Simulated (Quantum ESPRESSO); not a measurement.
# BaTiO3 (Pm-3m) in Quantum ESPRESSO: notebook, part 2 of 2

Quantum ESPRESSO 7.5. The steps go on from the part before.

## Step 3: Phonons, PBE

The input, pw.in:

```
&CONTROL
  calculation = 'scf'
  prefix = 'pwscf'
  outdir = './tmp'
  pseudo_dir = './pseudo'
  tprnfor = .true.
  tstress = .true.
  disk_io = 'low'
/
&SYSTEM
  ibrav = 0
  nat = 5
  ntyp = 3
  ecutwfc = 45
  ecutrho = 360
  nbnd = 28
  occupations = 'smearing'
  smearing = 'fd'
  degauss = 0.00367493
/
&ELECTRONS
  conv_thr = 1d-09
  electron_maxstep = 120
  mixing_beta = 0.5
/
ATOMIC_SPECIES
Ba   137.3270 ba_pbe_v1.uspp.F.UPF
Ti    47.8670 ti_pbe_v1.4.uspp.F.UPF
O     15.9990 o_pbe_v1.2.uspp.F.UPF
CELL_PARAMETERS angstrom
   4.0060000000    0.0000000000    0.0000000000
   0.0000000000    4.0060000000    0.0000000000
   0.0000000000    0.0000000000    4.0060000000
ATOMIC_POSITIONS crystal
Ba     0.5000000000    0.5000000000    0.5000000000
Ti     0.0000000000    0.0000000000    0.0000000000
O      0.0000000000    0.0000000000    0.5000000000
O      0.0000000000    0.5000000000    0.0000000000
O      0.5000000000    0.0000000000    0.0000000000
K_POINTS automatic
4 4 4 1 1 1
```

The input, relax.in:

```
&CONTROL
  calculation = 'vc-relax'
  prefix = 'pwscf'
  outdir = './tmp'
  pseudo_dir = './pseudo'
  tprnfor = .true.
  tstress = .true.
  disk_io = 'low'
  nstep = 40
  forc_conv_thr = 0.0001
  etot_conv_thr = 1d-06
/
&SYSTEM
  ibrav = 0
  nat = 5
  ntyp = 3
  ecutwfc = 45
  ecutrho = 360
  nbnd = 28
  occupations = 'smearing'
  smearing = 'fd'
  degauss = 0.00367493
/
&ELECTRONS
  conv_thr = 1d-09
  electron_maxstep = 120
  mixing_beta = 0.5
/
&IONS
  ion_dynamics = 'bfgs'
/
&CELL
  cell_dynamics = 'bfgs'
  press = 0
  press_conv_thr = 0.2
/
ATOMIC_SPECIES
Ba   137.3270 ba_pbe_v1.uspp.F.UPF
Ti    47.8670 ti_pbe_v1.4.uspp.F.UPF
O     15.9990 o_pbe_v1.2.uspp.F.UPF
CELL_PARAMETERS angstrom
   4.0060000000    0.0000000000    0.0000000000
   0.0000000000    4.0060000000    0.0000000000
   0.0000000000    0.0000000000    4.0060000000
ATOMIC_POSITIONS crystal
Ba     0.5000000000    0.5000000000    0.5000000000
Ti     0.0000000000    0.0000000000    0.0000000000
O      0.0000000000    0.0000000000    0.5000000000
O      0.0000000000    0.5000000000    0.0000000000
O      0.5000000000    0.0000000000    0.0000000000
K_POINTS automatic
4 4 4 1 1 1
```

The input, scf2.in:

```
&CONTROL
  calculation = 'scf'
  prefix = 'pwscf'
  outdir = './tmp'
  pseudo_dir = './pseudo'
  tprnfor = .true.
  tstress = .true.
  disk_io = 'low'
/
&SYSTEM
  ibrav = 0
  nat = 5
  ntyp = 3
  ecutwfc = 45
  ecutrho = 360
  nbnd = 28
  occupations = 'fixed'
/
&ELECTRONS
  conv_thr = 1d-13
  electron_maxstep = 120
  mixing_beta = 0.5
  startingpot = 'file'
  startingwfc = 'file'
/
ATOMIC_SPECIES
Ba   137.3270 ba_pbe_v1.uspp.F.UPF
Ti    47.8670 ti_pbe_v1.4.uspp.F.UPF
O     15.9990 o_pbe_v1.2.uspp.F.UPF
CELL_PARAMETERS angstrom
   4.0268624283    0.0000000000    0.0000000000
   0.0000000000    4.0268624283    0.0000000000
   0.0000000000    0.0000000000    4.0268624283
ATOMIC_POSITIONS crystal
Ba     0.5000000000    0.5000000000    0.5000000000
Ti     0.0000000000    0.0000000000    0.0000000000
O      0.0000000000    0.0000000000    0.5000000000
O      0.0000000000    0.5000000000    0.0000000000
O      0.5000000000    0.0000000000    0.0000000000
K_POINTS automatic
4 4 4 1 1 1
```

The input, ph.in:

```
phonons of BaTiO3
&INPUTPH
  prefix = 'pwscf'
  outdir = './tmp'
  tr2_ph = 1d-18
  fildyn = 'dyn'
  niter_ph = 90
  alpha_mix(1) = 0.7
  epsil = .true.
/
0.0000000000 0.0000000000 0.0000000000
```

The input, dynmat.in:

```
&INPUT
  fildyn = 'dyn'
  asr = 'crystal'
  lperm = .true.
  filout = 'dynmat.disp'
  fileig = 'dynmat.eig'
/
```

The input, dynmat_lo.in:

```
&INPUT
  fildyn = 'dyn'
  asr = 'crystal'
  filout = 'dynmat_lo.disp'
  fileig = 'dynmat_lo.eig'
  q(1) = 0
  q(2) = 0
  q(3) = 1
/
```

Potentials or basis: GBRV 1.5 PBE.

On the command line:

```bash
> OMP_NUM_THREADS=1 mpirun -n 4 pw.x -nk 2 -in pw.in > pw.out
> OMP_NUM_THREADS=1 mpirun -n 4 pw.x -nk 2 -in relax.in > relax.out
> OMP_NUM_THREADS=1 mpirun -n 4 pw.x -nk 2 -in scf2.in > scf2.out
> OMP_NUM_THREADS=1 mpirun -n 4 ph.x -nk 2 -in ph.in > ph.out
> OMP_NUM_THREADS=1 mpirun -n 1 dynmat.x -in dynmat.in > dynmat.out
> OMP_NUM_THREADS=1 mpirun -n 1 dynmat.x -in dynmat_lo.in > dynmat_lo.out
```

pw.out:

```text
This program is part of the open-source Quantum ESPRESSO suite
     for quantum simulation of materials; please cite
[... 6 lines left out ...]
     using ibrav=0 with symmetry is DISCOURAGED, use correct ibrav instead

     K-points division:     npool     =       2
     Subspace diagonalization in iterative solution of the eigenvalue problem:
     a serial algorithm will be used

     --------------------
     sticks:   dense  smooth     PW     G-vecs:    dense   smooth      PW
     Min         824     414    120                25030     8886    1400
     Max         825     415    121                25031     8887    1401
     Sum        1649     829    241                50061    17773    2801

     Using Slab Decomposition

     bravais-lattice index     =            0
     lattice parameter (alat)  =       7.5702  a.u.
     unit-cell volume          =     433.8398 (a.u.)^3
     number of atoms/cell      =            5
     number of atomic types    =            3
[... 228 lines left out ...]
    17.3823  17.9083  18.0224  18.0224

     the Fermi energy is    11.4262 ev

!    total energy              =    -287.12480881 Ry
     estimated scf accuracy    <          6.4E-10 Ry
     smearing contrib. (-TS)   =      -0.00000000 Ry
     internal energy E=F+TS    =    -287.12480881 Ry

     The total energy is F=E-TS. E is the sum of the following terms:
     one-electron contribution =     -72.12319741 Ry
     hartree contribution      =      60.06132204 Ry
     xc contribution           =     -67.91389826 Ry
     ewald contribution        =    -207.14903517 Ry

     convergence has been achieved in  11 iterations

     negative rho (up, down):  8.674E-02 0.000E+00

     Forces acting on atoms (cartesian axes, Ry/au):

     atom    1 type  1   force =     0.00000000    0.00000000    0.00000000
     atom    2 type  2   force =     0.00000000    0.00000000    0.00000000
     atom    3 type  3   force =     0.00000000    0.00000000    0.00000000
     atom    4 type  3   force =     0.00000000    0.00000000    0.00000000
     atom    5 type  3   force =     0.00000000    0.00000000    0.00000000

     Total force =     0.000000     Total SCF correction =     0.000000

     Computing stress (Cartesian axis) and pressure

     negative rho (up, down):  8.674E-02 0.000E+00
          total   stress  (Ry/bohr**3)                   (kbar)     P=       26.22
   0.00017822   0.00000000   0.00000000           26.22        0.00        0.00
   0.00000000   0.00017822   0.00000000            0.00       26.22        0.00
   0.00000000   0.00000000   0.00017822            0.00        0.00       26.22

=------------------------------------------------------------------------------=
   JOB DONE.
=------------------------------------------------------------------------------=
```

relax.out:

```text
This program is part of the open-source Quantum ESPRESSO suite
     for quantum simulation of materials; please cite
[... 6 lines left out ...]
     using ibrav=0 with symmetry is DISCOURAGED, use correct ibrav instead

     K-points division:     npool     =       2
[... 1057 lines left out ...]
  -0.00000068   0.00000000   0.00000000           -0.10        0.00        0.00
   0.00000000  -0.00000068   0.00000000            0.00       -0.10        0.00
   0.00000000   0.00000000  -0.00000068            0.00        0.00       -0.10

=------------------------------------------------------------------------------=
   JOB DONE.
=------------------------------------------------------------------------------=
```

scf2.out:

```text
This program is part of the open-source Quantum ESPRESSO suite
     for quantum simulation of materials; please cite
[... 6 lines left out ...]
     using ibrav=0 with symmetry is DISCOURAGED, use correct ibrav instead

     K-points division:     npool     =       2
[... 207 lines left out ...]
  -0.00000070   0.00000000   0.00000000           -0.10        0.00        0.00
   0.00000000  -0.00000070   0.00000000            0.00       -0.10        0.00
   0.00000000   0.00000000  -0.00000070            0.00        0.00       -0.10

=------------------------------------------------------------------------------=
   JOB DONE.
=------------------------------------------------------------------------------=
```

It took 3.3 min on 4 MPI ranks of Arm Neoverse V1, shared host; peak memory 0.64 GiB.

Results:

- Free energy: -3906.5408 eV
- Relaxed volume: 13.06 Å³/atom
- Relaxed cell: a = 4.027 Å, b = 4.027 Å, c = 4.027 Å, α = 90.00°, β = 90.00°, γ = 90.00°
- Space group after relaxing (to 0.05 Å): Pm-3m (No. 221)
- Pressure after relaxing: 0.0 GPa
- Electronic dielectric tensor (diagonal): 6.45
- Born charges (mean of the diagonal): Ba +2.76; Ti +7.17; O -3.25 e
- Highest phonon frequency at Γ, LO-TO splitting left out: 455 cm⁻¹
- Most unstable mode: 221i cm⁻¹

The path:
```csv
step,energy change (eV),largest force (eV/Å),pressure (GPa),volume (Å³)
1,0.0000,0.0000,2.62,64.29
2,-0.0080,0.0000,0.37,65.15
3,-0.0081,0.0000,0.00,65.30
4,-0.0081,0.0000,0.00,65.30
```

Final structure:
```cif
data_structure
_symmetry_space_group_name_H-M 'P 1'
_symmetry_Int_Tables_number 1
_cell_length_a 4.0269
_cell_length_b 4.0269
_cell_length_c 4.0269
_cell_angle_alpha 90.000
_cell_angle_beta 90.000
_cell_angle_gamma 90.000
_cell_volume 65.30
loop_
_atom_site_label
_atom_site_type_symbol
_atom_site_fract_x
_atom_site_fract_y
_atom_site_fract_z
_atom_site_occupancy
Ba1 Ba 0.50000 0.50000 0.50000 1
Ti1 Ti 0.00000 0.00000 0.00000 1
O1 O 0.00000 0.00000 0.50000 1
O2 O 0.00000 0.50000 0.00000 1
O3 O 0.50000 0.00000 0.00000 1
```

Phonon frequencies in cm⁻¹ (negative: imaginary):
| q point | frequencies |
| --- | --- |
| (0.000, 0.000, 0.000) | -221 -221 -221 7 7 7 168 168 168 294 294 294 455 455 455 |

Electronic dielectric tensor:
```
6.45 0.00 0.00
0.00 6.45 0.00
0.00 0.00 6.45
```

Born effective charge tensors (e):
atom 1, Ba
```
2.76 0.00 0.00
0.00 2.76 0.00
0.00 0.00 2.76
```
atom 2, Ti
```
7.17 0.00 0.00
0.00 7.17 0.00
0.00 0.00 7.17
```
atom 3, O
```
-2.09  0.00  0.00
 0.00 -2.09  0.00
 0.00  0.00 -5.58
```
atom 4, O
```
-2.09  0.00  0.00
 0.00 -5.58  0.00
 0.00  0.00 -2.09
```
atom 5, O
```
-5.58  0.00  0.00
 0.00 -2.09  0.00
 0.00  0.00 -2.09
```

Optical modes at Γ, degenerate ones joined, polar ones without the macroscopic field:
| cm⁻¹ | components | symmetry | active in | IR intensity, summed ((D/Å)²/amu) |
| --- | --- | --- | --- | --- |
| 221i | 3 | T1u | IR | 243.19 |
| 168 | 3 | T1u | IR | 8.15 |
| 294 | 3 | T2u | silent | 0.00 |
| 455 | 3 | T1u | IR | 1.52 |

Zone-centre frequencies without and with the macroscopic field along z (cm⁻¹):
|  | optical modes in rising order |
| --- | --- |
| without | 221i 221i 221i 168 168 168 294 294 294 455 455 455 |
| with the field | 221i 221i 158 168 168 294 294 294 451 455 455 620 |

Caveat: the mesh is thin for the dielectric tensor, Born charges and intensities, which usually come out too large; some modes are imaginary; the Born charges break their sum rule by 0.18 e, a sign of too thin a mesh.
